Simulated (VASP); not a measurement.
# O2C in VASP: settings compared

One molecule, O2C, is run at these levels: RPBE, RPBE+D3(BJ), optB86b-vdW, rev-vdW-DF2; tasks: single point.

Program: VASP 6.6.1. These are calculated values, not measurements. Logs are shortened: lines on timing, memory, paths and dates and some standing lists are left out, and cuts for length are marked.

### Step 1. Starting point

The cell holds a molecule in a box, 3 atoms: a = 12.155 Å, b = 12.655 Å, c = 13.155 Å, α = 90.00°, β = 90.00°, γ = 90.00°.

### Step 2. Single point, RPBE

Contents of INCAR:

```
SYSTEM = CO2
  PREC = Accurate
  ENCUT = 400
  EDIFF = 1E-6
  ISMEAR = 0
  SIGMA = 0.01
  LREAL = .False.
  LASPH = .True.
  NELM = 80
  ALGO = Normal
  ISIF = 2
  LWAVE = .False.
  LCHARG = .False.
  GGA = RP
  ISYM = 0
```

Contents of KPOINTS:

```
regular mesh
0
Gamma
  1 1 1
  0 0 0
```

Contents of POSCAR:

```
CO2                                     
1.0
   12.1554342666      0.0000000000      0.0000000000
    0.0000000000     12.6554342666      0.0000000000
    0.0000000000      0.0000000000     13.1554342666
  O               C             
     2     1
Selective dynamics
Direct
     0.4862752546000024    0.5649009669999998    0.4370815808999993   F   F   F
     0.5145190010528863    0.4394693769791599    0.5665609947385249   T   T   T
     0.5003978090328378    0.5021838403526742    0.5018258090849687   T   T   T
```

Potentials or basis: VASP PAW PBE potentials, release 64 (O, C).

The run is started by

```console
cat potpaw_PBE.64/O/POTCAR potpaw_PBE.64/C/POTCAR > POTCAR
mpirun -np 4 vasp_gam > vasp.out
```

OUTCAR:

```text
SYSTEM = CO2
   PREC = Accurate
   ENCUT = 400
   EDIFF = 1E-6
   ISMEAR = 0
   LREAL = .False.
   LASPH = .True.
   NELM = 80
   ISIF = 2
   GGA = RP
   ISYM = 0

 ion  position               nearest neighbor table
   1  0.486  0.565  0.437-   3 1.18
   2  0.515  0.439  0.567-   3 1.18
   3  0.500  0.502  0.502-   2 1.18   1 1.18

IMPORTANT INFORMATION: All symmetrisations will be switched off!
NOSYMM: (Re-)initialisation of all symmetry stuff for point group C_1.

----------------------------------------------------------------------------------------

                                     Primitive cell

  volume of cell :    2023.7307

  direct lattice vectors                    reciprocal lattice vectors
    12.155434267  0.000000000  0.000000000     0.082267731  0.000000000  0.000000000
     0.000000000 12.655434267  0.000000000     0.000000000  0.079017439  0.000000000
     0.000000000  0.000000000 13.155434267     0.000000000  0.000000000  0.076014214

  length of vectors
    12.155434267 12.655434267 13.155434267     0.082267731  0.079017439  0.076014214

  position of ions in fractional coordinates (direct lattice)
     0.486275255  0.564900967  0.437081581
     0.514519001  0.439469377  0.566560995
     0.500397809  0.502183840  0.501825809

  ion indices of the primitive-cell ions
   primitive index   ion index
                 1           1
                 2           2
                 3           3

----------------------------------------------------------------------------------------

 KPOINTS: regular mesh

Automatic generation of k-mesh.
 Grid dimensions read from file:
 generate k-points for:    1    1    1

 Generating k-lattice:

  Cartesian coordinates                     Fractional coordinates (reciprocal lattice)
     0.082267731  0.000000000  0.000000000     1.000000000  0.000000000  0.000000000
     0.000000000  0.079017439  0.000000000     0.000000000  1.000000000  0.000000000
     0.000000000  0.000000000  0.076014214     0.000000000  0.000000000  1.000000000

  Length of vectors
     0.082267731  0.079017439  0.076014214

  Shift w.r.t. Gamma in fractional coordinates (k-lattice)
     0.000000000  0.000000000  0.000000000

 Subroutine IBZKPT returns following result:
 ===========================================

 Found      1 irreducible k-points:

 Following reciprocal coordinates:
            Coordinates               Weight
  0.000000  0.000000  0.000000      1.000000
   k-points           NKPTS =      1   k-points in BZ     NKDIM =      1   number of bands    NBANDS=     12
   number of dos      NEDOS =    301   number of ions     NIONS =      3
   total plane-waves  NPLWV = 604800
   dimension x,y,z NGX =    80 NGY =   84 NGZ =   90
   dimension x,y,z NGXF=   160 NGYF=  168 NGZF=  180
   ions per type =               2   1
   NGX,Y,Z   is equivalent  to a cutoff of  10.94, 11.03, 11.37 a.u.
   NGXF,Y,Z  is equivalent  to a cutoff of  21.88, 22.07, 22.75 a.u.
 SYSTEM =  CO2
   PREC   = accura    normal or accurate (medium, high low for compatibility)
   ISTART =      0    job   : 0-new  1-cont  2-samecut
   ICHARG =      2    charge: 1-file 2-atom 10-const
   ISPIN  =      1    spin polarized calculation?
   LNONCOLLINEAR =      F non collinear calculations
   LSORBIT =      F    spin-orbit coupling
   LASPH  =      T    aspherical Exc in radial PAW
   ENCUT  =  400.0 eV  29.40 Ry    5.42 a.u.  19.82 20.64 21.45*2*pi/ulx,y,z
   NELM   =     80;   NELMIN=  2; NELMDL= -5     # of ELM steps
   EDIFF  = 0.1E-05   stopping-criterion for ELM
   LREAL  =      F    real-space projection
   EDIFFG = 0.1E-04   stopping-criterion for IOM
   NSW    =      0    number of steps for IOM
   IBRION =     -1    ionic relax: 0-MD 1-quasi-New 2-CG
   NFREE  =      0    steps in history (QN), initial steepest desc. (CG)
   ISIF   =      2    stress and relaxation
   ISYM   =      0    0-nonsym 1-usesym 2-fastsym
   POTIM  = 0.5000    time-step for ionic-motion
   TEBEG  =    0.0;   TEEND  =   0.0 temperature during run
   PSTRESS=    0.0 pullay stress
   NELECT =      16.0000    total number of electrons
   NUPDOWN=      -1.0000    fix difference up-down
   EMIN   =  10.00;   EMAX   =-10.00  energy-range for DOS
   EFERMI =   0.00;   METHOD = LEGACY
   ISMEAR =     0;   SIGMA  =   0.01  broadening in eV -4-tet -1-fermi 0-gaus
   EFERMI_NEDOS =   21; number of points for ismear=-14 and -15
   IALGO  =     38    algorithm
   IMIX   =      4    mixing-type and parameters
     AMIX     =   0.40;   BMIX     =  1.00
     AMIX_MAG =   1.60;   BMIX_MAG =  1.00
  volume/ion in A,a.u.               =     674.58      4552.27
  Fermi-wavevector in a.u.,A,eV,Ry     =   0.326135  0.616306  1.447170  0.106364
  Thomas-Fermi vector in A             =   1.217734
   LORBIT       =      0    0 simple, 1 ext, 2 COOP (PROOUT), +10 PAW based schemes
   GGA     = RP    functional components
   LHFCALC =     F    Hartree Fock is set to
   AEXX    =    0.0000 exact exchange contribution
   IVDW    =     0    specifies the selected vdW correction
   LEPSILON=     F    determine dielectric tensor
   LRPA    =     F    only Hartree local field effects (RPA)
 non-spin polarized calculation
 Gauss-broadening in eV      SIGMA  =   0.01
  energy-cutoff  :      400.00
  volume of cell :     2023.73
 maximum number of plane-waves:     18401
 NGX is ok and might be reduce to    80
   NGX = 39   NGY = 41   NGZ = 43

 number of electron      15.9999996 magnetization

 Free energy of the ion-electron system (eV)
  ---------------------------------------------------
  ext. energy  EPLUGINS =         0.00000000
  ---------------------------------------------------
  free energy    TOTEN  =       -22.32657365 eV

  energy without entropy =      -22.32657365  energy(sigma->0) =      -22.32657365

 E-fermi :  -8.7960     XC(G=0):  -0.4111

 val. band max:       -8.9153691414   @ k =   0.0000   0.0000   0.0000
 cond. band min:      -0.9973125229   @ k =   0.0000   0.0000   0.0000
 fundamental gap:      7.9180566185
 Fermi energy:        -8.7959924744

 k-point     1 :       0.0000    0.0000    0.0000
  band No.  band energies     occupation
      1     -29.0880      2.00000
      2     -28.0582      2.00000
      3     -13.7022      2.00000
      4     -12.4691      2.00000
      5     -12.4690      2.00000
      6     -12.4663      2.00000
      7      -8.9156      2.00000
      8      -8.9154      2.00000
      9      -0.9973      0.00000
     10      -0.4061      0.00000
     11      -0.4054      0.00000
     12       0.2534      0.00000

------------------------ aborting loop because EDIFF is reached ----------------------------------------

  FORCE on cell =-STRESS in cart. coord.  units (eV):
  Direction    XX          YY          ZZ          XY          YZ          ZX
  --------------------------------------------------------------------------------------
  -------------------------------------------------------------------------------------
  Total       -1.4380761     -0.8397493     -0.7401545     -0.1345452     -0.6581295      0.1417344
  in kB       -1.1385175     -0.6648252     -0.5859766     -0.1065188     -0.5210378      0.1122104
  external PRESSURE =      -0.7964398 kB  Pullay stress =       0.0000000 kB

 VOLUME and BASIS-vectors are now :
 -----------------------------------------------------------------------------
  energy-cutoff  :      400.00
  volume of cell :     2023.73
      direct lattice vectors                 reciprocal lattice vectors
    12.155434267  0.000000000  0.000000000     0.082267731  0.000000000  0.000000000
     0.000000000 12.655434267  0.000000000     0.000000000  0.079017439  0.000000000
     0.000000000  0.000000000 13.155434267     0.000000000  0.000000000  0.076014214

 POSITION                                       TOTAL-FORCE (eV/Angst)
 -----------------------------------------------------------------------------------
      5.91089      7.14907      5.75000        -0.061825      0.288452     -0.308051
      6.25420      5.56168      7.45336         0.063613     -0.295035      0.315015
      6.08255      6.35535      6.60174        -0.001788      0.006583     -0.006963
 -----------------------------------------------------------------------------------
    total drift:                                0.000760     -0.000841     -0.001594

  FREE ENERGIE OF THE ION-ELECTRON SYSTEM (eV)
  ---------------------------------------------------
  free  energy   TOTEN  =       -22.3265736498 eV

  energy  without entropy=      -22.3265736498  energy(sigma->0) =      -22.32657365
```

Wall time 18 s (4 MPI ranks of AMD EPYC 9R45 (Zen 5), shared host); peak memory 0.36 GiB.

What came out:

```yaml
Free_energy: -22.3266 eV
Largest_force: 0.436 eV/Å
Gap_between_the_frontier_levels: 7.92 eV
```

Forces on the atoms (eV/Å):
```
O   -0.062  0.288 -0.308
O    0.064 -0.295  0.315
C   -0.002  0.007 -0.007
```

Caveat: the cutoff is under 1.25 times the usual one of these potentials, so pressure, stress and relaxed cells hold a basis-set (Pulay) error; the standard files for N, O and F lose accuracy on very short bonds; the PAW data sets were made with another functional, which shifts forces and pressure a little. As with any semilocal functional, this RPBE gap is likely too small.

### Step 3. Single point, RPBE+D3(BJ)

Changes to INCAR since step 2:

```diff
@@ -14,2 +14,3 @@
   GGA = RP
+  IVDW = 12
   ISYM = 0
```

KPOINTS is that of step 2.

POSCAR is that of step 2.

Potentials or basis: VASP PAW PBE potentials, release 64 (O, C).

The run is started by

```console
cat potpaw_PBE.64/O/POTCAR potpaw_PBE.64/C/POTCAR > POTCAR
mpirun -np 4 vasp_gam > vasp.out
```

It took 19 s on 4 MPI ranks of AMD EPYC 9R45 (Zen 5), shared host; peak memory 0.36 GiB.

It converged, with:

* Free energy: -22.4920 eV
* Largest force: 0.403 eV/Å
* Gap between the frontier levels: 7.92 eV
* Dispersion energy per atom: -0.055 eV

Forces on the atoms (eV/Å):
```
O   -0.057  0.266 -0.284
O    0.059 -0.273  0.291
C   -0.002  0.007 -0.007
```

Levels at points of the mesh, in eV from the valence-band top:
```tsv
k point	band 4	band 5	band 6	band 7	band 8	band 9	band 10	band 11	band 12
(0.00, 0.00, 0.00)	-3.55	-3.55	-3.55	0.00	0.00	7.92	8.51	8.51	9.17
```

Caveat: the cutoff is under 1.25 times the usual one of these potentials, so pressure, stress and relaxed cells hold a basis-set (Pulay) error; the standard files for N, O and F lose accuracy on very short bonds; the PAW data sets were made with another functional, which shifts forces and pressure a little.

### Step 4. Single point, optB86b-vdW

Changes to INCAR since step 3:

```diff
@@ -13,4 +13,7 @@
   LCHARG = .False.
-  GGA = RP
-  IVDW = 12
+  GGA = MK
+  LUSE_VDW = .True.
+  AGGAC = 0.0
+  PARAM1 = 0.1234
+  PARAM2 = 1.0
   ISYM = 0
```

KPOINTS is that of step 3.

POSCAR is that of step 3.

The run is started by

```console
cat potpaw_PBE.64/O/POTCAR potpaw_PBE.64/C/POTCAR > POTCAR
mpirun -np 4 vasp_gam > vasp.out
```

Wall time 4.2 min (4 MPI ranks of AMD EPYC 9R45 (Zen 5), shared host); peak memory 1.1 GiB.

The run converged. Its results:

| Item | Value |
| --- | --- |
| Free energy | -18.2059 eV |
| Largest force | 0.094 eV/Å |
| Gap between the frontier levels | 7.86 eV |

Forces on the atoms (eV/Å):
```
O    0.015 -0.063  0.069
O   -0.013  0.056 -0.062
C   -0.002  0.006 -0.007
```

Levels at points of the mesh, in eV from the valence-band top:
| k point | band 5 | band 6 | band 7 | band 8 | band 9 | band 10 | band 11 | band 12 |
| --- | --- | --- | --- | --- | --- | --- | --- | --- |
| (0.00, 0.00, 0.00) | -3.55 | -3.52 | 0.00 | 0.00 | 7.86 | 8.47 | 8.47 | 9.03 |

Caveat: the cutoff is under 1.25 times the usual one of these potentials, so pressure, stress and relaxed cells hold a basis-set (Pulay) error; the standard files for N, O and F lose accuracy on very short bonds; the PAW data sets were made with another functional, which shifts forces and pressure a little.

### Step 5. Single point, rev-vdW-DF2

Changes to INCAR since step 4:

```diff
@@ -17,3 +17,4 @@
   PARAM1 = 0.1234
-  PARAM2 = 1.0
+  PARAM2 = 0.711357
+  ZAB_VDW = -1.8867
   ISYM = 0
```

KPOINTS is that of step 4.

POSCAR is that of step 4.

The run is started by

```console
cat potpaw_PBE.64/O/POTCAR potpaw_PBE.64/C/POTCAR > POTCAR
mpirun -np 4 vasp_gam > vasp.out
```

Run time: 4.2 min. Hardware: 4 MPI ranks of AMD EPYC 9R45 (Zen 5), shared host; peak memory 1.1 GiB.

The run converged. Its results:

```
Free energy                     : -18.9036 eV
Largest force                   : 0.161 eV/Å
Gap between the frontier levels : 7.88 eV
```

Forces in eV/Å, atoms in the order of the input:
```
O    0.024 -0.107  0.117
O   -0.023  0.101 -0.110
C   -0.002  0.006 -0.007
```

Levels at points of the mesh, in eV from the valence-band top:
```
           k point  band 6  band 7  band 8  band 9  band 10  band 11
(0.00, 0.00, 0.00)   -3.52    0.00    0.00    7.88     8.45     8.45
```

Caveat: the cutoff is under 1.25 times the usual one of these potentials, so pressure, stress and relaxed cells hold a basis-set (Pulay) error; the standard files for N, O and F lose accuracy on very short bonds; the PAW data sets were made with another functional, which shifts forces and pressure a little.

### Step 6. Summary

| level | gap on the mesh (eV) | largest force (eV/Å) |
| --- | --- | --- |
| RPBE | 7.92 | 0.44 |
| RPBE+D3(BJ) | 7.92 | 0.40 |
| optB86b-vdW | 7.86 | 0.09 |
| rev-vdW-DF2 | 7.88 | 0.16 |

Alike in all rows: task single point; potentials or basis VASP PAW PBE potentials, release 64 (O, C); no spin polarisation; cell as given; k mesh 1 × 1 × 1; cutoff (eV) 400; smearing gaussian 0.01 eV.

On the cell as given the gap runs from 7.86 eV (optB86b-vdW) to 7.92 eV (RPBE).

Caveats: the cutoff is under 1.25 times the usual one of these potentials, so pressure, stress and relaxed cells hold a basis-set (Pulay) error; the standard files for N, O and F lose accuracy on very short bonds; the PAW data sets were made with another functional, which shifts forces and pressure a little.

Absolute energies hang on the potentials; compare differences alone.
